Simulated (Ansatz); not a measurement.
System: tetradymite Sb2Te3. Method: revPBE (Ansatz, a first-principles code, plane waves, PAW).

Numerical settings: plane-wave cutoff 520 eV, 10×10×10 k mesh, Fermi–Dirac smearing 0.01 eV, scalar-relativistic PAW data made under PBE.

Cell (relaxed at this level):

```cif
data_Sb2Te3
_chemical_formula_sum 'Sb2 Te3'
_space_group_name_H-M_alt 'P 1'
_space_group_IT_number 1
_cell_length_a 13.83903
_cell_length_b 13.83903
_cell_length_c 13.83903
_cell_angle_alpha 18.108
_cell_angle_beta 18.108
_cell_angle_gamma 18.108
loop_
_space_group_symop_operation_xyz
  'x, y, z'
loop_
_atom_site_label
_atom_site_type_symbol
_atom_site_fract_x
_atom_site_fract_y
_atom_site_fract_z
_atom_site_occupancy
Sb1 Sb 0.38260 0.38260 0.38260 1
Sb2 Sb 0.61740 0.61740 0.61740 1
Te1 Te 0.00000 0.00000 0.00000 1
Te2 Te 0.24247 0.24247 0.24247 1
Te3 Te 0.75753 0.75753 0.75753 1
```

Q: Give the computed band gap, smallest direct gap on the k points sampled and direct gap at Γ.

A: 
- band gap = 0.64 eV
- smallest direct gap on the k points sampled = 0.92 eV
- direct gap at Γ = 1.01 eV

Measured, for comparison: band gap 0.3 eV (temperature not stated, no zero-point or thermal correction, compiled measured gap; kind and temperature not stated, our sources range from 0.17 to 0.30; as tabulated in Kothakonda et al. (2022), arXiv:2208.02841).

Note: for a layered or molecular solid the relaxed cell lies over 5 % above the published volume, where the minimum can be shallow; the cell comes from a level without a dispersion term, which matters for the spacing of layers, chains or molecules.

Spin–orbit coupling is not included; with these elements it can move the gap by several tenths of an eV or more.

Computed values are for the static lattice.

It cost about 50 core-minutes (a rough figure) of CPU time.
